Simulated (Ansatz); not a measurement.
# Ni: energy and pressure over a range of volumes, part 2 of 2

How stiff is Ni, and at what volume does the pressure vanish? The cell is scaled evenly, atoms carried along, and solved with LAPW, PAW and all-electron datasets made for the crystal.

Ansatz 0.2.0; DFT PBE; a database cell (COD). «Crystal datasets» are all-electron PAW datasets made for this crystal. The steps go on from the part before.

### Step 9. Volume × 1.01, PAW

input.yaml reads:

```yaml
crystal:
  lattice:
    - [0.0, 1.7738236312, 1.7738236312]
    - [1.7738236312, 0.0, 1.7738236312]
    - [1.7738236312, 1.7738236312, 0.0]
  atoms:
    - { symbol: Ni, position: [0.0, 0.0, 0.0], spin: 1.5 }
magnetization:
  spin_polarized: true
kpoints:
  mp_grid: { grid: [20, 20, 20] }
scf:
  occupations: { method: fermi_dirac, width: 0.05 }
hamiltonian:
  xc: pbe
  pseudopotentials: { kind: paw }
output:
  forces: true
  stress: true
  eigenvalues: true
  efg: { contact_densities: true }
```

Launch:

```
> ansatz run input.yaml --threads 1 --pin off --max-ram 3072MiB --backend cpu --events-out ev --progress --plain --runs-dir out
```

What it wrote, shortened:

```text
[...]
Pseudopotentials: kind: paw
Pseudopotential: Ni, paw, valence charge 18, recommended cutoff 420 eV (normal)
Functional definition: PBE
[...]
Crystal: 1 atoms, lattice volume = 11.162 Å³
Basis set: ecut = 420 eV, 229 PW (Γ), exchange–correlation on 36×36×36 points (8 copies of the dense FFT grid, shifted against one another)
Bands: 14, of which v1, the nominal top of the filled ones, is band 9 counted from 1 (8 counted from 0)
Symmetry: 48 space group operations
Space group: Fm-3m (ITA 225), of the structure as read, at distance tolerance 2.2e-5 Å
Magnetic group: BNS 225.116 (UNI 1618), of the structure as read, at distance tolerance 2.2e-5 Å
k-points: 256 of 8000
[...]
Starting moments: Σ|m| = 1.5 μB on 1 of 1 site
[...]
Free energy (F): -5839.724361 eV
[...]
E sigma→0 (E₀):  -5839.717243 eV
Entropy (-TS):   -0.014236 eV (-14.236 meV/atom)
Fermi energy:    17.610016 eV
[...]
--- Forces (eV/Å), atoms counted from 1 ---
  atom   1  Ni    -0.00000000     0.00000000    -0.00000000
[...]
--- Stress (GPa, compression-positive) ---
       -4.604084      -0.000000      -0.000000
       -0.000000      -4.604084      -0.000000
        0.000000       0.000000      -4.604084
  P = ⅓ Tr σ = -4.6041 GPa (-46.041 kbar)
--- PAW observables at the nuclei: V_zz in 10²¹ V/m², potentials from the cell's mean, atoms counted from 1 ---
  atom   1  Ni V_zz =    +0.000000   η = 0.0000   by run symmetry: forbidden
            electrostatic potential = -3575.431239 V   contact ρ = 130406.553453 e/Å³   contact ρ_s (e/Å³): all electrons -1.414324, valence +0.573398
--- Band table (eV; the first three rows and the last of 512) ---
  k-point 0 ↑: bands = ["-86.0335", "-46.3016", "-46.3016", "-46.3016", "8.6586", "15.1998", "15.1998", "15.1998", "16.3508", "16.3508", "40.8862", "44.6368", "44.6368", "44.6368"]
[...]
```

Run time: 7.3 s. Hardware: 1 thread of Arm Neoverse V2, shared host; peak memory 0.38 GiB.

In short: pressure -4.60 GPa; no gap; spin moments Ni 0.68 μB.

### Step 10. Volume × 1.01, crystal datasets

input.yaml: that of step 9 with these lines changed.

```diff
@@ -15,3 +15,3 @@
   xc: pbe
-  pseudopotentials: { kind: paw }
+  pseudopotentials: { kind: all_electron, datasets: crystal }
 output:
```

Launch:

```
> ansatz run input.yaml --threads 1 --pin off --max-ram 3072MiB --backend cpu --events-out ev --progress --plain --runs-dir out
```

What it wrote, shortened:

```text
[...]
[... 3 set-up lines as earlier in the session ...]
[...]
a search for the magnetic state begins, with frozen cores and fixed partial waves. It gives no result and prints no iterations
the search for the magnetic state of this step took 9 SCF iterations with frozen cores. It stayed in its first state, in which the spheres begin
Crystal: 1 atoms, lattice volume = 11.162 Å³
Basis set: ecut = 320 eV, 137 PW (Γ), exchange–correlation on 36×36×36 points (8 copies of the dense FFT grid, shifted against one another)
Bands: 14, of which v1, the nominal top of the filled ones, is band 9 counted from 1 (8 counted from 0)
[... 2 set-up lines as earlier in the session ...]
[...]
Fermi energy:    17.732319 eV
[...]
  The terms above E_closure are by the made datasets' own strengths, without shells solved beside the bands.
--- Forces (eV/Å), atoms counted from 1 ---
  atom   1  Ni    -0.00000000     0.00000000     0.00000000
[...]
--- Stress (GPa, compression-positive) ---
       -4.625338      -0.000000      -0.000000
       -0.000000      -4.625338      -0.000000
       -0.000000      -0.000000      -4.625338
  P = ⅓ Tr σ = -4.6253 GPa (-46.253 kbar)
--- PAW observables at the nuclei: V_zz in 10²¹ V/m², potentials from the cell's mean, atoms counted from 1 ---
  atom   1  Ni V_zz =    -0.000000   η = 0.0000   by run symmetry: forbidden
            electrostatic potential = -3575.454424 V   contact ρ = 130477.916141 e/Å³   contact ρ_s (e/Å³): all electrons -1.427347, valence +1.377935
--- Band table (eV; the first three rows and the last of 512) ---
  k-point 0 ↑: bands = ["-85.9150", "-46.1813", "-46.1813", "-46.1813", "8.7857", "15.3190", "15.3190", "15.3190", "16.4772", "16.4772", "40.9771"]
[...]
```

It took 25 s on 1 thread of Arm Neoverse V2, shared host; peak memory 0.69 GiB.

Result: pressure -4.63 GPa; spin moments Ni 0.68 μB.

### Step 11. Volume × 1.04, LAPW

input.yaml reads:

```yaml
crystal:
  lattice:
    - [0.0, 1.791215168, 1.791215168]
    - [1.791215168, 0.0, 1.791215168]
    - [1.791215168, 1.791215168, 0.0]
  atoms:
    - { symbol: Ni, position: [0.0, 0.0, 0.0], spin: 1.5 }
magnetization:
  spin_polarized: true
kpoints:
  mp_grid: { grid: [20, 20, 20] }
  band_path:
    path:
      - [0.0, 0.0, 0.0]
      - [0.5, 0.0, 0.5]
      - [0.625, 0.25, 0.625]
      - [0.375, 0.375, 0.75]
      - [0.0, 0.0, 0.0]
      - [0.5, 0.5, 0.5]
      - [0.5, 0.25, 0.75]
      - [0.5, 0.0, 0.5]
    npoints: 5
scf:
  occupations: { method: fermi_dirac, width: 0.05 }
hamiltonian:
  xc: pbe
  pseudopotentials: { kind: all_electron, lapw: { basis_error: 0.00025 } }
output:
  forces: true
  stress: true
  eigenvalues: true
```

Launch:

```
> ansatz run input.yaml --threads 1 --pin off --max-ram 3072MiB --backend cpu --events-out ev --progress --plain --runs-dir out
```

What it wrote, shortened:

```text
LAPW: plane waves up to 9.507 Å⁻¹, error target 2.5e-4 eV per atom; small_component_spin mean_spin; Ni in spheres of 1.267 Å, 18 of its electrons in bands, Dirac shells []
[...]
[... 3 set-up lines as earlier in the session ...]
[...]
Crystal: 1 atoms, lattice volume = 11.494 Å³
Basis set: ecut = 344.33146750700587 eV, 169 PW (Γ), exchange–correlation at level 2
Bands: 14, of which v1, the nominal top of the filled ones, is band 9 counted from 1 (8 counted from 0)
[... 1 set-up line as earlier in the session ...]
Space group: Fm-3m (ITA 225), of the structure as read, at distance tolerance 2.3e-5 Å
Magnetic group: BNS 225.116 (UNI 1618), of the structure as read, at distance tolerance 2.3e-5 Å
k-points: 256 of 8000
[...]
Starting moments: Σ|m| = 1.5 μB on 1 of 1 site
[...]
NSCF: frozen V_eff on 36 k-points
SCF converged after 9 iterations
Magnetization: 0.6473 μB (9.3236 up, 8.6764 down)
Absolute magnetization: 0.7476 μB (∫|ρ↑−ρ↓|)
Spin contamination: 0.0082 ħ² per cell (⟨S²⟩ above its minimum at these occupations)
Per-site moments (μB) at R_I (Å): [(0.6735348748579018, 1.2665803729834781)]
Free energy (F): -41382.848362 eV
[...]
E sigma→0 (E₀):  -41382.841031 eV
Entropy (-TS):   -0.014664 eV (-14.664 meV/atom)
Fermi energy:    17.089352 eV
[...]
--- Forces (eV/Å), atoms counted from 1 ---
  atom   1  Ni    -0.00000000     0.00000000     0.00000000
[...]
--- Stress (GPa, compression-positive) ---
       -9.417030      -0.000000      -0.000000
       -0.000000      -9.417030      -0.000000
       -0.000000      -0.000000      -9.417030
  P = ⅓ Tr σ = -9.4170 GPa (-94.170 kbar)
--- Band table (eV; the first three rows and the last of 512) ---
  k-point 0 ↑: bands = ["-86.5141", "-46.7920", "-46.7920", "-46.7920", "8.3422", "14.7412", "14.7412", "14.7412", "15.8560", "15.8560", "40.1092", "43.5981", "43.5981", "43.5981"]
[...]
```

Wall time 48 s (1 thread of Arm Neoverse V2, shared host); peak memory 0.63 GiB.

In short: pressure -9.42 GPa; no gap; spin moments Ni 0.67 μB.

### Step 12. Volume × 1.04, PAW

input.yaml reads:

```yaml
crystal:
  lattice:
    - [0.0, 1.791215168, 1.791215168]
    - [1.791215168, 0.0, 1.791215168]
    - [1.791215168, 1.791215168, 0.0]
  atoms:
    - { symbol: Ni, position: [0.0, 0.0, 0.0], spin: 1.5 }
magnetization:
  spin_polarized: true
kpoints:
  mp_grid: { grid: [20, 20, 20] }
scf:
  occupations: { method: fermi_dirac, width: 0.05 }
hamiltonian:
  xc: pbe
  pseudopotentials: { kind: paw }
output:
  forces: true
  stress: true
  eigenvalues: true
  efg: { contact_densities: true }
```

Launch:

```
> ansatz run input.yaml --threads 1 --pin off --max-ram 3072MiB --backend cpu --events-out ev --progress --plain --runs-dir out
```

What it wrote, shortened:

```text
[...]
[... 3 set-up lines as earlier in the session ...]
[...]
Crystal: 1 atoms, lattice volume = 11.494 Å³
Basis set: ecut = 420 eV, 229 PW (Γ), exchange–correlation on 36×36×36 points (8 copies of the dense FFT grid, shifted against one another)
Bands: 14, of which v1, the nominal top of the filled ones, is band 9 counted from 1 (8 counted from 0)
[... 2 set-up lines as earlier in the session ...]
Magnetic group: BNS 225.116 (UNI 1618), of the structure as read, at distance tolerance 2.3e-5 Å
k-points: 256 of 8000
[...]
Starting moments: Σ|m| = 1.5 μB on 1 of 1 site
[...]
Free energy (F): -5839.709721 eV
[...]
E sigma→0 (E₀):  -5839.702340 eV
Entropy (-TS):   -0.014762 eV (-14.762 meV/atom)
Fermi energy:    16.969202 eV
[...]
--- Forces (eV/Å), atoms counted from 1 ---
  atom   1  Ni    -0.00000000     0.00000000    -0.00000000
[...]
--- Stress (GPa, compression-positive) ---
       -9.396738       0.000000      -0.000000
        0.000000      -9.396738      -0.000000
       -0.000000       0.000000      -9.396738
  P = ⅓ Tr σ = -9.3967 GPa (-93.967 kbar)
--- PAW observables at the nuclei: V_zz in 10²¹ V/m², potentials from the cell's mean, atoms counted from 1 ---
  atom   1  Ni V_zz =    +0.000000   η = 0.0000   by run symmetry: forbidden
            electrostatic potential = -3574.802293 V   contact ρ = 130405.558008 e/Å³   contact ρ_s (e/Å³): all electrons -1.436087, valence +0.569921
--- Band table (eV; the first three rows and the last of 512) ---
  k-point 0 ↑: bands = ["-86.6305", "-46.9101", "-46.9101", "-46.9101", "8.2176", "14.6245", "14.6245", "14.6245", "15.7318", "15.7318", "40.0055", "43.5304", "43.5304", "43.5304"]
[...]
```

It took 7.8 s on 1 thread of Arm Neoverse V2, shared host; peak memory 0.38 GiB.

Read from it: pressure -9.40 GPa; no gap; spin moments Ni 0.69 μB.

### Step 13. Volume × 1.04, crystal datasets

input.yaml: that of step 12 with these lines changed.

```diff
@@ -15,3 +15,3 @@
   xc: pbe
-  pseudopotentials: { kind: paw }
+  pseudopotentials: { kind: all_electron, datasets: crystal }
 output:
```

Launch:

```
> ansatz run input.yaml --threads 1 --pin off --max-ram 3072MiB --backend cpu --events-out ev --progress --plain --runs-dir out
```

What it wrote, shortened:

```text
[...]
[... 1 set-up line as earlier in the session ...]
Pseudopotential: Ni, paw, valence charge 18, recommended cutoff 300 eV (normal), Koelling and Harmon's equation, gaussian nucleus
[... 1 set-up line as earlier in the session ...]
[...]
a search for the magnetic state begins, with frozen cores and fixed partial waves. It gives no result and prints no iterations
the search for the magnetic state of this step took 9 SCF iterations with frozen cores. It stayed in its first state, in which the spheres begin
Crystal: 1 atoms, lattice volume = 11.494 Å³
Basis set: ecut = 300 eV, 137 PW (Γ), exchange–correlation on 30×30×30 points (8 copies of the dense FFT grid, shifted against one another)
Bands: 14, of which v1, the nominal top of the filled ones, is band 9 counted from 1 (8 counted from 0)
[... 2 set-up lines as earlier in the session ...]
[...]
Fermi energy:    17.089283 eV
[...]
  The terms above E_closure are by the made datasets' own strengths, without shells solved beside the bands.
--- Forces (eV/Å), atoms counted from 1 ---
  atom   1  Ni    -0.00000000    -0.00000000     0.00000000
[...]
--- Stress (GPa, compression-positive) ---
       -9.416217       0.000000       0.000000
        0.000000      -9.416217      -0.000000
        0.000000      -0.000000      -9.416217
  P = ⅓ Tr σ = -9.4162 GPa (-94.162 kbar)
--- PAW observables at the nuclei: V_zz in 10²¹ V/m², potentials from the cell's mean, atoms counted from 1 ---
  atom   1  Ni V_zz =    +0.000000   η = 0.0000   by run symmetry: forbidden
            electrostatic potential = -3574.829967 V   contact ρ = 130476.924571 e/Å³   contact ρ_s (e/Å³): all electrons -1.449393, valence +1.377443
--- Band table (eV; the first three rows and the last of 512) ---
  k-point 0 ↑: bands = ["-86.5142", "-46.7921", "-46.7921", "-46.7921", "8.3422", "14.7411", "14.7411", "14.7411", "15.8560", "15.8560", "40.0950"]
[...]
```

Run time: 24 s. Hardware: 1 thread of Arm Neoverse V2, shared host; peak memory 0.68 GiB.

Read from it: pressure -9.42 GPa; spin moments Ni 0.69 μB.

### Step 14. Fits

| method | volume (Å³/atom) | F above the lowest (meV/atom) | pressure (GPa) | moment Ni (μB) |
| --- | --- | --- | --- | --- |
| LAPW | 10.389 | 15.6 | 10.56 | 0.65 |
| LAPW | 10.831 | 0.0 | 1.11 | 0.66 |
| LAPW | 11.162 | 3.8 | -4.63 | 0.67 |
| LAPW | 11.494 | 18.5 | -9.42 | 0.67 |
| PAW | 10.389 | 15.7 | 10.60 | 0.67 |
| PAW | 10.831 | 0.0 | 1.14 | 0.68 |
| PAW | 11.162 | 3.8 | -4.60 | 0.68 |
| PAW | 11.494 | 18.4 | -9.40 | 0.69 |
| crystal datasets | 10.389 | – | 10.57 | 0.67 |
| crystal datasets | 10.831 | – | 1.12 | 0.68 |
| crystal datasets | 11.162 | – | -4.63 | 0.68 |
| crystal datasets | 11.494 | – | -9.42 | 0.69 |

### Step 15. Summary of results

The summary covers parts 1 to 2.

| quantity | value |
| --- | --- |
| equilibrium volume (LAPW) | 10.891 Å³/atom |
| bulk modulus (LAPW) | 199 GPa |
| its pressure derivative (LAPW) | 4.9 |
| equilibrium volume (PAW) | 10.892 Å³/atom |
| bulk modulus (PAW) | 199 GPa |
| its pressure derivative (PAW) | 4.9 |
| equilibrium volume (crystal datasets) | 10.891 Å³/atom |
| bulk modulus (crystal datasets) | 199 GPa |
| its pressure derivative (crystal datasets) | 4.9 |

**Reading.** A third-order Birch-Murnaghan fit to the LAPW pressures puts zero pressure at 10.89 Å³/atom, -1.5 % from the given cell, with a bulk modulus of 199 GPa. PAW's volume lies +0.01 % and its modulus less than 0.1 % from LAPW's. The moment on Ni goes from 0.65 to 0.67 μB as the cell expands. No thermal or zero-point expansion is included. Other magnetic orders may lie lower; this is the state that the run reached.
